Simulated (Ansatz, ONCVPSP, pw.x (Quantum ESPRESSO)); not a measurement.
## What a changed setting does to a pw.x run (bcc N)

Potential: optimised norm-conserving Vanderbilt (ONCV), ONCVPSP 4.0.1, PBE; core [He], reference 2s2 2p3; waves: 2s: rc 0.80 bohr, ncon 4, nbas 8, qcut 11.5 1/bohr, local; 2p: rc 2.05 bohr, ncon 4, nbas 8, qcut 7.3 1/bohr, 2 projectors, debl 1.2 Ha; d scattering state at 0.43 Ha: rc 1.75 bohr, ncon 4, nbas 8, qcut 6.1 1/bohr, 2 projectors, debl 0.9 Ha; local part: the s channel; core correction: Teter function, fcfact 3, rcfact 1.2.

The reference run (k-mesh 18³, cutoffs 90/360 Ry, Fermi–Dirac 0.01 Ry, mixing_beta 0.4, conv_thr 1e-9, no spin) gives -0.22 GPa at 7.247 Å³/atom, where all-electron LAPW gives -0.09 GPa. This run, with its own iteration cap, changes startingwfc to atomic.

```
&control
  calculation='scf', prefix='x', pseudo_dir='./', outdir='./tmp', tstress=.true., disk_io='none'
/
&system
  ibrav=0, nat=1, ntyp=1, ecutwfc=90, ecutrho=360, nbnd=9,
  occupations='smearing', smearing='fd', degauss=0.01
/
&electrons
  conv_thr=1e-09, mixing_beta=0.4, electron_maxstep=50, startingwfc='atomic'
/
ATOMIC_SPECIES
N 1.0 N.UPF
CELL_PARAMETERS angstrom
  -1.21908154 1.21908154 1.21908154
  1.21908154 -1.21908154 1.21908154
  1.21908154 1.21908154 -1.21908154
ATOMIC_POSITIONS crystal
N 0.0000 0.0000 0.0000
K_POINTS automatic
18 18 18 0 0 0
```

```bash
pw.x < N.scf.in > N.scf.out
```

Question: How does the run end?

Answer: It converges in 5 iterations; the free energy moves by +0.0 meV/atom and the pressure by +0.00 GPa. The result is that of the reference run.

```
Message from routine setup:
     using ibrav=0 with symmetry is DISCOURAGED, use correct ibrav instead
     lattice parameter (alat)  =       3.9902  a.u.
     unit-cell volume          =      48.9052 (a.u.)^3
     number of electrons       =         5.00
     number of Kohn-Sham states=            9
     kinetic-energy cutoff     =      90.0000  Ry
     charge density cutoff     =     360.0000  Ry
     scf convergence threshold =      1.0E-09
     Exchange-correlation= PBE
     number of k points=   195  Fermi-Dirac smearing, width (Ry)=  0.0100
     iteration #  1     ecut=    90.00 Ry     beta= 0.40
     total energy              =     -19.61777272 Ry
     estimated scf accuracy    <       0.00045256 Ry
     iteration #  2     ecut=    90.00 Ry     beta= 0.40
     total energy              =     -19.61785115 Ry
     estimated scf accuracy    <       0.00013732 Ry
     iteration #  3     ecut=    90.00 Ry     beta= 0.40
     total energy              =     -19.61786696 Ry
     estimated scf accuracy    <       0.00000566 Ry
     iteration #  4     ecut=    90.00 Ry     beta= 0.40
     total energy              =     -19.61786746 Ry
     estimated scf accuracy    <          3.5E-09 Ry
     iteration #  5     ecut=    90.00 Ry     beta= 0.40
     the Fermi energy is     8.9631 ev
!    total energy              =     -19.61786747 Ry
     estimated scf accuracy    <          1.0E-09 Ry
     smearing contrib. (-TS)   =      -0.00254769 Ry
     The total energy is F=E-TS. E is the sum of the following terms:
     one-electron contribution =       3.57179695 Ry
     hartree contribution      =       1.51712185 Ry
     xc contribution           =      -4.95782147 Ry
     ewald contribution        =     -19.74641711 Ry
     convergence has been achieved in   5 iterations
          total   stress  (Ry/bohr**3)                   (kbar)     P=       -2.19
     Message from routine punch:
     Nothing written, as per user request (disk_io='none')
```

The run took about 14 s on one core of a shared host (Intel(R) Xeon(R) Platinum 8259CL CPU @ 2.50GHz, 96 threads, 377 GiB, load 67).
